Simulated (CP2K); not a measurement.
Runs of CP2K 2026.2 on BaS. The structure is cubic, space group Fm-3m (No. 225). Conventional cell: a = 6.387 Å, b = 6.387 Å, c = 6.387 Å, α = 90.00°, β = 90.00°, γ = 90.00°. Ba (site symmetry m-3m) is surrounded by 6 S at 3.19 Å. S (site symmetry m-3m) has 6 Ba at 3.19 Å as nearest neighbours. 

```tsv
level	potentials or basis	spin	smearing	EPS_DEFAULT	k points reduced by the point group	NGRIDS	points a segment of the path (NPOINTS)	bands added on the path	gap on the mesh (eV)	pressure (GPa)
PBEsol	POTENTIAL_UZH Ba GTH-PBE-q10, S GTH-PBE-q6; TZVP-MOLOPT-PBE-GTH basis	off	fermi-dirac 0.01 eV	1.0E-9	yes	5	10	4	2.04	(c)
PBE	GTH_SOC_POTENTIALS Ba GTH-PBE-q10, S GTH-PBE-q6; TZVP-MOLOPT-PBE-GTH basis	SOC, no magnetisation	fermi-dirac 0.05 eV	1.0E-10	-	4	6	4	-	1.2
TB-mBJ	POTENTIAL_UZH Ba GTH-PBE-q10, S GTH-PBE-q6; TZVP-MOLOPT-PBE-GTH basis	off	fermi-dirac 0.01 eV	1.0E-9	yes	5	6	4	2.52	-
PBE	POTENTIAL_UZH Ba GTH-PBE-q10, S GTH-PBE-q6; TZVP-MOLOPT-PBE-GTH basis	off	fermi-dirac 0.1 eV	1.0E-9	yes	5	6	4	2.19	1.3
LDA	GTH_POTENTIALS Ba GTH-PADE-q10, S GTH-PADE-q6; TZVP-MOLOPT-PBE-GTH basis	off	fermi-dirac 0.1 eV	1.0E-9	yes	4	6	2	2.00	(a)
r2SCAN	POTENTIAL_UZH Ba GTH-SCAN-q10, S GTH-SCAN-q6; TZVP-MOLOPT-SCAN-GTH basis	off	fermi-dirac 0.01 eV	1.0E-9	yes	4	8	4	(b)	1.7
```

Alike in all rows: task band structure; cell as given; k mesh 7 × 7 × 7.

Task: Fill in the values left out.

Result: (a) -2.2; (b) 2.81; (c) -0.4.

Caveats: the basis of atomic orbitals isn't converged, which shifts pressures, moduli and gaps; spin-orbit coupling is left out, which moves the levels of the heavy elements (some runs); the potentials were made for another functional, which shifts forces and pressure (some runs); this is a model potential without an energy functional, so only levels have meaning (some runs).

A k mesh can miss the band edges, and rows without SOC leave out spin-orbit coupling on Ba.
